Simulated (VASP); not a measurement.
**CsCl (space group Pm-3m): computed properties**

Level of theory: PBEsol GGA, VASP's PBE PAW potentials (set 64) (plane waves; VASP).

```
Item                                                                                                                   Result
-----------------------------------------------  ----------------------------------------------------------------------------
space group                                                                                                       Pm-3m (221)
cell                                             a = 4.0724 Å, b = 4.0724 Å, c = 4.0724 Å, α = 90.00°, β = 90.00°, γ = 90.00°
volume per atom                                                                                                33.77 Å^3/atom
band gap (over mesh and band path)                                                                                    5.21 eV
smallest direct gap (over mesh and band path)                                                                         5.21 eV
Hill bulk modulus                                                                                                    18.7 GPa
Hill shear modulus                                                                                                   11.0 GPa
Poisson's ratio                                                                                                         0.253
band-edge character without spin-orbit coupling                                                                direct, Γ to Γ
band gap with spin-orbit coupling                                                                                     5.14 eV
density                                                                                                            4.14 g/cm³
C11                                                                                                                  37.9 GPa
C12                                                                                                                   9.1 GPa
C44                                                                                                                   9.2 GPa
```

```
CsCl
1.0
    4.07239     0.00000     0.00000
    0.00000     4.07239     0.00000
    0.00000     0.00000     4.07239
Cs Cl
1 1
Direct
  0.00000   0.00000   0.00000
  0.50000   0.50000   0.50000
```

Unless said otherwise, spin-orbit coupling is left out, though it shifts the bands of the heavy elements here.

The structure comes from a measured CsCl entry (Pm-3m) of the Crystallography Open Database, whose conditions weren't checked. It was relaxed first. Symmetry was kept, so distortions that lower it aren't found.
